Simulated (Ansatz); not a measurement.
The system is Ge.

```
CELL_PARAMETERS angstrom
5.93000 0.00000 0.00000
0.00000 5.93000 0.00000
0.00000 0.00000 6.98000
ATOMIC_POSITIONS crystal
Ge 0.37500 0.16670 0.75000
Ge 0.33330 0.87500 0.50000
Ge 0.62500 0.83330 0.25000
Ge 0.66670 0.12500 0.00000
Ge 0.87500 0.33330 0.50000
Ge 0.83330 0.62500 0.75000
Ge 0.12500 0.66670 0.00000
Ge 0.16670 0.37500 0.25000
Ge 0.57500 0.42500 0.25000
Ge 0.92500 0.92500 0.50000
Ge 0.42500 0.57500 0.75000
Ge 0.07500 0.07500 0.00000
```

This isn't the form of Ge at room conditions, which is diamond.

```yaml
Program: Ansatz 0.2.0
Task: relaxation of cell and atoms
Functional: LDA
Potentials_or_basis: Ansatz PAW
Cutoff: "420 eV (not typed: the program's choice for these potentials)"
k_mesh: 5 × 5 × 4
Occupations: fermi-dirac, width 0.05 eV
Spin: no spin polarisation
```

At the start: volume 20.45 Å³/atom.

Problem. How do energy, volume and symmetry change on relaxing?

Solution. It ends after 5 steps and the volume is 19.87 Å³/atom (-2.9 %); space group P4_32_12 (No. 96, to 0.05 Å).

Step by step:
```
step  energy change (eV)  largest force (eV/Å)  volume (Å³)
   1              0.0000                0.8199       245.45
   2             -0.1835                0.1003       236.04
   3             -0.2042                0.0278       238.45
   4             -0.2048                0.0048       238.45
   5             -0.2035                0.0047       238.45
```

Final structure:
```xyz
12
Lattice="5.8789 0.0000 0.0000 0.0000 5.8789 0.0000 0.0000 0.0000 6.8995" Properties=species:S:1:pos:R:3 pbc="T T T"
Ge    2.1762    1.0112    5.1326
Ge    1.9283    5.1156    3.4077
Ge    3.7027    4.8677    1.6829
Ge    3.9506    0.7633   -0.0420
Ge    5.1156    1.9283    3.4918
Ge    4.8677    3.7027    5.2167
Ge    0.7633    3.9506    0.0420
Ge    1.0112    2.1762    1.7669
Ge    3.4579    2.4210    1.7249
Ge    5.3604    5.3604    3.4498
Ge    2.4210    3.4579    5.1746
Ge    0.5184    0.5184    0.0000
```

Caveat: the plane-wave basis is chosen anew once the cell has moved, so the energies of steps on either side of that aren't comparable; the PAW data sets come from PBE, with cores solved anew for the run's functional, which leaves a small shift of forces and pressure.
